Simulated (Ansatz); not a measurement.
Crystal: BaTiO3.

```
CELL_PARAMETERS angstrom
2.82767 1.63255 2.31773
-2.82767 1.63255 2.31773
0.00000 -3.26511 2.31773
ATOMIC_POSITIONS crystal
Ba 0.03347 0.98847 0.00184
Ti 0.50610 0.52748 0.53723
O 0.48625 0.49715 0.97115
O 0.47409 0.98642 0.47201
O 0.97879 0.47918 0.49647
```

The cell isn't the ideal one: all atoms moved at random, sigma 0.05 Å a component.

Base run:

| Property | Result |
| --- | --- |
| Program | Ansatz 0.2.0 |
| Functional | PBE |
| Potentials or basis | Ansatz PAW |
| Cutoff | 420 eV (not typed: the program's choice for these potentials) |
| k mesh | 7 × 7 × 7 |
| Occupations | fermi-dirac, width 0.05 eV |
| Spin | no spin polarisation |
| Hubbard terms | Ti d U = 8 eV |

Its results: band gap on the k mesh 3.70 eV, indirect (least direct gap 4.16 eV); pressure 13.0 GPa; largest force 3.181 eV/Å.

After a change of settings the same cell gave: band gap on the k mesh 3.07 eV, indirect (least direct gap 3.60 eV); pressure 10.6 GPa; largest force 2.508 eV/Å. Which change was it?
A. hubbard terms from Ti d U = 8 eV to Ti d U = 3 eV
B. k mesh from 7 × 7 × 7 to 5 × 5 × 5; hubbard terms from Ti d U = 8 eV to none; hubbard projectors from ortho-atomic (the default) to none
C. potentials or basis from Ansatz PAW to Ansatz NC; cutoff from 420 eV (not typed: the program's choice for these potentials) to 1240 eV (not typed: the program's choice for these potentials); hubbard terms from Ti d U = 8 eV to none; hubbard projectors from ortho-atomic (the default) to none
D. hubbard terms from Ti d U = 8 eV to none; hubbard projectors from ortho-atomic (the default) to none

A.

Caveats: spin-orbit coupling is left out, which moves the levels of the heavy elements; forces of over 1 eV/Å show positions far from the minimum, so gaps and moduli don't describe the material at rest; the k mesh misses the band edges, so the gap on the mesh is wider than the one along the path (some runs).
